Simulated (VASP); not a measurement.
# InP (F-43m) in VASP: further runs, part 2 of 2

VASP 6.6.1. The steps go on from the part before.

### Step 3. Single point, LDA

Contents of INCAR:

```
SYSTEM = InP
ALGO = Normal ; EDIFF = 1E-7
ENCUT = 520 ; ISIF = 2
ISMEAR = 0 ; LASPH = .TRUE.
LCHARG = .FALSE. ; LREAL = .FALSE.
LWAVE = .FALSE. ; NBANDS = 16
NELM = 100 ; PREC = Accurate
SIGMA = 0.05
```

Contents of KPOINTS:

```
k-points
0
G
  8 8 8
  0 0 0
```

Contents of POSCAR:

```
InP
1.0
    0.0000000000      2.9305005221      2.9305005221
    2.9305005221      0.0000000000      2.9305005221
    2.9305005221      2.9305005221      0.0000000000
In P
1 1
Direct
    0.0000000000      0.0000000000      0.0000000000
    0.7500000000      0.7500000000      0.7500000000
```

Potentials or basis: VASP PAW LDA potentials, release 64 (In_d, P).

Started as:

```console
$ cat potpaw_LDA.64/In_d/POTCAR potpaw_LDA.64/P/POTCAR > POTCAR
$ mpirun -np 1 vasp_std > vasp.out
```

OUTCAR:

```text
SYSTEM = InP
   EDIFF = 1E-7
   ENCUT = 520
   ISIF = 2
   ISMEAR = 0
   LASPH = .TRUE.
   LREAL = .FALSE.
   NELM = 100
   PREC = Accurate

 ion  position               nearest neighbor table
   1  0.000  0.000  0.000-   2 2.54   2 2.54   2 2.54   2 2.54
   2  0.750  0.750  0.750-   1 2.54   1 2.54   1 2.54   1 2.54

  LATTYP: Found a face centered cubic cell.
 ALAT       =     5.8610010442

  Lattice vectors:

 A1 = (   0.0000000000,   2.9305005221,   2.9305005221)
 A2 = (   2.9305005221,   0.0000000000,   2.9305005221)
 A3 = (   2.9305005221,   2.9305005221,   0.0000000000)

[... 624 lines left out ...]
      5      -9.0100      2.00000
      6      -4.4589      2.00000
[... 8 lines left out ...]
     15      15.5777      0.00000
     16      16.2452      0.00000

 [... further k-points ...]
[... 5 lines left out ...]
  --------------------------------------------------------------------------------------
  -------------------------------------------------------------------------------------
  Total       -0.3742783     -0.3742783     -0.3742783     -0.0000000     -0.0000000      0.0000000
  in kB      -11.9137854    -11.9137854    -11.9137854     -0.0000000     -0.0000000      0.0000000
  external PRESSURE =     -11.9137854 kB  Pullay stress =       0.0000000 kB

 VOLUME and BASIS-vectors are now :
 -----------------------------------------------------------------------------
  energy-cutoff  :      520.00
  volume of cell :       50.33
      direct lattice vectors                 reciprocal lattice vectors
     0.000000000  2.930500522  2.930500522    -0.170619318  0.170619318  0.170619318
     2.930500522  0.000000000  2.930500522     0.170619318 -0.170619318  0.170619318
     2.930500522  2.930500522  0.000000000     0.170619318  0.170619318 -0.170619318

 POSITION                                       TOTAL-FORCE (eV/Angst)
 -----------------------------------------------------------------------------------
      0.00000      0.00000      0.00000        -0.000000      0.000000      0.000000
      4.39575      4.39575      4.39575         0.000000     -0.000000     -0.000000
 -----------------------------------------------------------------------------------
    total drift:                                0.000000      0.000000      0.000000

  FREE ENERGIE OF THE ION-ELECTRON SYSTEM (eV)
  ---------------------------------------------------
  free  energy   TOTEN  =        -9.6691647958 eV

  energy  without entropy=       -9.6691647958  energy(sigma->0) =       -9.66916480
```

OSZICAR:

```text
N       E                     dE             d eps       ncg     rms          rms(c)
DAV:   1     0.112154298794E+03    0.11215E+03   -0.85378E+03   928   0.127E+03
DAV:   2    -0.263406326516E+01   -0.11479E+03   -0.11020E+03  1048   0.302E+02
DAV:   3    -0.989822118237E+01   -0.72642E+01   -0.72304E+01  1240   0.745E+01
DAV:   4    -0.100955792887E+02   -0.19736E+00   -0.19730E+00  1184   0.131E+01
DAV:   5    -0.101043203400E+02   -0.87411E-02   -0.87409E-02  1376   0.230E+00    0.583E+00
DAV:   6    -0.971632347486E+01    0.38800E+00   -0.58469E-01  1488   0.126E+01    0.345E+00
DAV:   7    -0.967457175410E+01    0.41752E-01   -0.13506E-01  1368   0.295E+00    0.117E+00
DAV:   8    -0.966932229983E+01    0.52495E-02   -0.12676E-02  1184   0.128E+00    0.358E-01
DAV:   9    -0.966913448578E+01    0.18781E-03   -0.97663E-04  1296   0.326E-01    0.172E-01
DAV:  10    -0.966916275387E+01   -0.28268E-04   -0.14363E-04  1416   0.164E-01    0.973E-02
DAV:  11    -0.966916682846E+01   -0.40746E-05   -0.29903E-05  1416   0.832E-02    0.572E-02
DAV:  12    -0.966916478651E+01    0.20419E-05   -0.43536E-06  1112   0.155E-02    0.941E-03
DAV:  13    -0.966916479582E+01   -0.93160E-08   -0.46548E-07  1208   0.363E-03
   1 F= -.96691648E+01 E0= -.96691648E+01  d E =-.445061E-12
```

stdout:

```text
POSCAR found type information on POSCAR InP
 POSCAR found :  2 types and       2 ions
 scaLAPACK will be used
 LDA part: xc-table for (Slater(with rela. corr.)+CA(PZ))
 , standard interpolation
 POSCAR, INCAR and KPOINTS ok, starting setup
 FFT: planning ... GRIDC
 FFT: planning ... GRID_SOFT
 FFT: planning ... GRID
 WAVECAR not read
 entering main loop
```

It took 8.1 s on 1 thread of Intel Xeon 6975P-C (Granite Rapids), shared host; peak memory 0.16 GiB.

Results:

```
Free energy            : -9.6692 eV
Pressure               : -1.2 GPa
Band gap on the k mesh : 0.51 eV, direct
```

Levels at points of the mesh, in eV from the valence-band top:
```tsv
k point	band 7	band 8	band 9	band 10	band 11	band 12
(0.00, 0.00, 0.00)	0.00	0.00	0.00	0.51	3.96	3.96
(0.50, 0.00, 0.00)	-5.83	-0.99	-0.99	1.33	4.70	4.70
(0.50, 0.50, 0.00)	-5.86	-2.36	-2.36	1.60	2.13	8.99
```

Caveat: spin-orbit coupling is left out, which moves the levels of the heavy elements.

### Step 4. Against experiment

Step 3. Against the measured gap of InP, 1.4236 eV (direct; 1.6 K; a printed reference work, data compilation), the calculated 0.51 eV is off by -0.91 eV. Spin-orbit coupling on In is left out. The value is that of LDA, without temperature or zero-point motion. Semilocal functionals fall short of measured gaps as a rule.
